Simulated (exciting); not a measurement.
Crystal: PbS (Galena).

```
CELL_PARAMETERS angstrom
0.00000 2.96575 2.96575
2.96575 0.00000 2.96575
2.96575 2.96575 0.00000
ATOMIC_POSITIONS crystal
Pb 0.00000 0.00000 0.00000
S 0.50000 0.50000 0.50000
```

Base run:

```yaml
Program: exciting (release sodium)
Functional: PBE
Potentials_or_basis: all-electron LAPW+lo, shipped species files, valence relativity iora*
rgkmax: 7.5
k_mesh: 8 × 8 × 8
Occupations: fermi-dirac, width 0.05 eV
Spin: no spin polarisation
```

Its results: band gap on the k mesh 0.36 eV, direct.

**Question.** The run is repeated on the same cell with these changes: functional from PBE to LDA. What comes out?

**Answer.** Band gap on the k mesh 0.23 eV, direct.

Caveats: spin-orbit coupling is left out, which as a rule narrows the gap of such compounds by several tenths of an eV; the tetrahedron DOS on this energy grid can lose part of the weight of narrow d or f bands (some runs).

Not every run made on this cell is shown here.
